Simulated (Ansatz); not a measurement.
**Response of CoSi2 to small distortions**

```xyz
3
Lattice="0.0000 2.6825 2.6825 2.6825 0.0000 2.6825 2.6825 2.6825 0.0000" Properties=species:S:1:pos:R:3 pbc="T T T"
Co    0.0000    0.0000    0.0000
Si    1.3413    1.3413    1.3413
Si    4.0237    4.0237    4.0237
```

Atoms are numbered in the order listed.

The conventional cell has a = 5.365 Å, b = 5.365 Å, c = 5.365 Å, α = 90.00°, β = 90.00°, γ = 90.00°. Around Co (atom 1) lie 8 Si at 2.32 Å. Si (atom 2) has 4 Co at 2.32 Å as nearest neighbours.

The cell is COD entry 1008148, as deposited and not checked against the literature; nothing was relaxed.

The calculation used Ansatz 0.2.0, DFT, PBE, all-electron LAPW, scalar-relativistic.

Sampling and basis: a Γ-centred 11×11×11 k mesh, Fermi–Dirac smearing of 0.05 eV, basis error target 1 meV/atom, spin-polarised from start moments Co1 2 μB (the moments died away, and the run ended non-magnetic).

The unchanged cell is at -0.49 GPa.

In a metal, stresses and small energies carry noise from the k mesh.

x, y and z are the Cartesian axes of the cell as listed; fractional coordinates follow a strain, and an engineering shear is twice the off-diagonal strain component.

Q: One change gave: energy change +2 meV/atom; stress change (xx, yy, zz, yz, xz, xy) 0.06, 0.06, 0.06, 1.54, 1.54, 1.54 GPa, compression positive; change of the force on Si2 (0.092, 0.092, 0.092) eV/Å. Which change was it?
A. equal xy, yz and zx engineering shear strains of +1 %
B. equal xy, yz and zx engineering shear strains of +3 %
C. equal xy, yz and zx engineering shear strains of +2 %
D. equal xy, yz and zx engineering shear strains of -3 %
E. equal xy, yz and zx engineering shear strains of -1 %
F. equal xy, yz and zx engineering shear strains of -2 %

A: E. For equal xy, yz and zx engineering shear strains of -3 %: energy change +17 meV/atom; stress change (xx, yy, zz, yz, xz, xy) 0.57, 0.57, 0.57, 4.90, 4.90, 4.90 GPa, compression positive; change of the force on Si2 (0.294, 0.294, 0.294) eV/Å. For equal xy, yz and zx engineering shear strains of +2 %: energy change +7 meV/atom; stress change (xx, yy, zz, yz, xz, xy) 0.23, 0.23, 0.23, -2.82, -2.82, -2.82 GPa, compression positive; change of the force on Si2 (-0.165, -0.165, -0.165) eV/Å. For equal xy, yz and zx engineering shear strains of -2 %: energy change +8 meV/atom; stress change (xx, yy, zz, yz, xz, xy) 0.25, 0.25, 0.25, 3.18, 3.18, 3.18 GPa, compression positive; change of the force on Si2 (0.190, 0.190, 0.190) eV/Å. For equal xy, yz and zx engineering shear strains of +1 %: energy change +2 meV/atom; stress change (xx, yy, zz, yz, xz, xy) 0.06, 0.06, 0.06, -1.46, -1.46, -1.46 GPa, compression positive; change of the force on Si3 (0.086, 0.086, 0.086) eV/Å. For equal xy, yz and zx engineering shear strains of +3 %: energy change +15 meV/atom; stress change (xx, yy, zz, yz, xz, xy) 0.52, 0.52, 0.52, -4.06, -4.06, -4.06 GPa, compression positive; change of the force on Si2 (-0.240, -0.240, -0.240) eV/Å.
